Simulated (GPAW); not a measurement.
A run of GPAW 26.7.0:

File run.py:

```python
import numpy as np
from ase.dft.bandgap import bandgap
from ase.io import read, write
from ase.units import Bohr, GPa
from gpaw import GPAW, PW
from gpaw.analyse.hirshfeld import HirshfeldPartitioning

atoms = read('Ir.cif')
atoms.set_initial_magnetic_moments([-0.5])

calc = GPAW(mode=PW(600),
            xc='LDA',
            kpts={'size': (12, 12, 12), 'gamma': True},
            occupations={'name': 'fermi-dirac', 'width': 0.05},
            nbands=16,
            convergence={'density': 1e-05, 'energy': 1e-05},
            maxiter=150,
            legacy_gpaw=True,
            txt='gpaw.txt')
atoms.calc = calc
energy = atoms.get_potential_energy()
forces = atoms.get_forces()
stress = atoms.get_stress()
calc.write('gs.gpw')
write('result.traj', atoms)
print(f'Energy: {energy:.6f} eV')
print('Forces (eV/A):')
print(forces.round(4))
print('Stress (GPa):', (stress / GPa).round(3))
print('Moments:', calc.get_magnetic_moments().round(3))
print('Fermi level:', round(calc.get_fermi_level(), 4), 'eV')
print(f'Gap: {bandgap(calc)[0]:.4f} eV, direct: {bandgap(calc, direct=True)[0]:.4f} eV')

hirshfeld = HirshfeldPartitioning(calc)
print('Hirshfeld charges:', *np.round(hirshfeld.get_charges(), 4))
print('Hirshfeld volume ratios:', *np.round(hirshfeld.get_effective_volume_ratios(), 4))

# fields on the real-space grid
write('density.cube', atoms, data=calc.get_pseudo_density() * Bohr**3)
write('potential.cube', atoms, data=calc.get_electrostatic_potential())
write('spin.cube', atoms, data=(calc.get_pseudo_density(spin=0) - calc.get_pseudo_density(spin=1)) * Bohr**3)
```

Ir.cif

```cif
data_Ir
_cell_length_a 2.70906750
_cell_length_b 2.70906750
_cell_length_c 2.70906750
_cell_angle_alpha 60.00000000
_cell_angle_beta 60.00000000
_cell_angle_gamma 60.00000000
_space_group_name_H-M_alt 'P1'
_space_group_name_Hall 'P 1'
_space_group_IT_number 1
loop_
_space_group_symop_operation_xyz
'x,y,z'
loop_
_atom_site_label
_atom_site_type_symbol
_atom_site_symmetry_multiplicity
_atom_site_Wyckoff_symbol
_atom_site_fract_x
_atom_site_fract_y
_atom_site_fract_z
_atom_site_occupancy
Ir1 Ir 1 a 0.0000000000 0.0000000000 0.0000000000 1
```

Potentials or basis: the program's PAW data sets (release 1.2.1) made for this functional, pw.

The run is started by

```console
$ OMP_NUM_THREADS=1 python run.py
```

Hardware: 1 thread of Intel(R) Xeon(R) Platinum 8488C (Sapphire Rapids), on a shared host.

Question: How long does it take, and how much memory?

Answer: Wall time 17 s on 1 thread of Intel(R) Xeon(R) Platinum 8488C (Sapphire Rapids), on a shared host, peak memory 0.23 GiB. Counts: scf iterations 10.
